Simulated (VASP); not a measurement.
**Se: single point with PBE**

Crystal: Se.

```
Se
1.0
     2.81056    0.00000    0.00000
     0.00000    2.81056    0.00000
     0.00000    0.00000    2.81056
Se
1
Cartesian
  0.0000 0.0000 0.0000
```

This isn't the form of Se at room conditions, which is trigonal, of chains.

- Program: VASP 6.6.1
- Task: single point
- Functional: PBE
- Potentials or basis: VASP PAW PBE potentials, release 64 (Se_GW)
- Cutoff: 450 eV
- k mesh: 5 × 5 × 5
- Occupations: gaussian, width 0.02 eV
- Spin: no spin polarisation

The pressure is 0.0 GPa and the band gap on the k mesh is none (metal or under the smearing width).

Levels at points of the mesh, in eV from the Fermi level:
```tsv
k point	band 1	band 2	band 3	band 4	band 5	band 6
(0.00, 0.00, 0.00)	-15.68	1.94	1.94	1.94	8.27	8.27
```

Wall time 1.8 s on 1 thread of Intel(R) Xeon(R) Platinum 8488C (Sapphire Rapids), on a shared host, peak memory 0.11 GiB.

Caveat: the k mesh is coarse (spacing up to 0.45 Å⁻¹), so the values aren't converged.
